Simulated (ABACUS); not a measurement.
**Be under changes of volume**

One of the cells (8.105 Å³/atom); the others are scaled copies at fixed shape and fractional positions:

```
CELL_PARAMETERS angstrom
2.28530 0.00000 0.00000
-1.14265 1.97913 0.00000
0.00000 0.00000 3.58420
ATOMIC_POSITIONS crystal
Be 0.66667 0.33333 0.75000
Be 0.33333 0.66667 0.25000
```

| Item | Value |
| --- | --- |
| Program | ABACUS 3.10.1 |
| Functional | PBE |
| Potentials or basis | PseudoDojo NC SR 0.5 PBE standard |
| Cutoff | 1361 eV |
| Density cutoff | 5442 eV |
| Basis | TZDP LCAO (the cutoffs set its grid) |
| k mesh | 12 × 12 × 7 |
| Occupations | fermi-dirac, width 0.05 eV |
| Spin | no spin polarisation |

```tsv
volume (Å³/atom)	energy over the lowest point (meV/atom)	pressure (GPa)
7.619	7.27	6.5
7.781	2.22	3.6
7.943	0.00	0.9
8.105	0.41	-1.6
8.268	?	?
8.430	8.11	-5.9
8.592	15.04	-7.8
```

Q: What does the run at 8.268 Å³/atom give?

A: Energy over the lowest point 3.18 meV/atom; pressure -3.8 GPa.

Worked out: A Birch-Murnaghan fit of order 3 (a polynomial in V^(-2/3)) to the other rows has its minimum at 8.00 Å³/atom with B0 = V·E''(V) = 123 GPa and B' = 3.5 at fixed shape and positions, which overstates the stiffness. It gives 3.18 meV/atom at 8.268 Å³/atom, against the run's 3.18, and -dE/dV = -3.8 GPa, against -3.8.

Energies are extrapolated to zero smearing.

Caveats: the atomic orbitals were generated for these runs and aren't a published set; the basis of atomic orbitals isn't converged, which shifts pressures, moduli and gaps.
